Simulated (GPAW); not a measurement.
Runs of GPAW 26.7.0 on SnSe2. The structure is trigonal, space group P-3m1 (No. 164). The conventional cell has a = 3.811 Å, b = 3.811 Å, c = 6.136 Å, α = 90.00°, β = 90.00°, γ = 120.00°. Sn (site symmetry -3m) is surrounded by 6 Se at 2.68 Å. Around Se (site symmetry 3m) lie 3 Sn at 2.68 Å. 

| task | level | potentials or basis | spin | cell | k mesh | cutoff (eV) | smearing | maxiter | older calculator (legacy_gpaw) | response ecut | frequency | extrapolate | other keys | mesh quality | gap on the mesh (eV) | pressure (GPa) | largest force (eV/Å) |
| --- | --- | --- | --- | --- | --- | --- | --- | --- | --- | --- | --- | --- | --- | --- | --- | --- | --- |
| single point | PBE | GPAW PAW data sets (gpaw-data 1.2.1), pw | off | as given | 6 × 6 × 3 | 700 | fermi-dirac 0.05 eV | 80 | - | - | - | - | several, not listed | not flagged | 0.78 | 5.4 | 0.73 |
| band structure | WC | PAW data sets generated in the run's folder for this functional, pw | SOC, no magnetisation | as given | 6 × 6 × 3 | 600 | fermi-dirac 0.05 eV | 150 | - | - | - | - | - | not flagged | 0.64 | 2.6 | (b) |
| relaxation of cell and atoms | PBE+D3 | GPAW PAW data sets (gpaw-data 1.2.1), pw | off | relaxed | 6 × 6 × 3 | 600 | fermi-dirac 0.05 eV | 150 | - | - | - | - | - | not flagged | 0.69 | 0.0 | - |
| band structure | vdW-DF | GPAW PAW data sets (gpaw-data 1.2.1), pw | SOC, no magnetisation | as given | 6 × 6 × 3 | 600 | fermi-dirac 0.05 eV | 150 | - | - | - | - | - | not flagged | 0.78 | - | (c) |
| band structure | revTPSS | GPAW PAW data sets (gpaw-data 1.2.1), pw | SOC, no magnetisation | as given | 6 × 6 × 3 | 600 | fermi-dirac 0.05 eV | 150 | - | - | - | - | - | not flagged | 0.78 | (a) | 0.55 |

Estimate the missing entries.

(a) 2.9; (b) 0.58; (c) 1.16.

Caveats: this functional lacks dispersion, which binds the layers, so the pressure and a relaxed spacing across them are unreliable (some runs); spin-orbit coupling was added after a scalar SCF, so levels and gaps hold it while energy, forces, pressure and moments don't (some runs); this program's spin-orbit splittings come out too wide for heavy elements (some runs); spin-orbit coupling is left out, which moves the levels of the heavy elements (some runs); an odd mesh through Γ misses points on the zone boundary, where band edges often lie (some runs); the PAW data sets were made with another functional, which shifts forces and pressure a little (some runs); later steps reuse the first step's grids (some runs).

A k mesh can miss the band edges, and rows without SOC leave out spin-orbit coupling on Se, Sn.
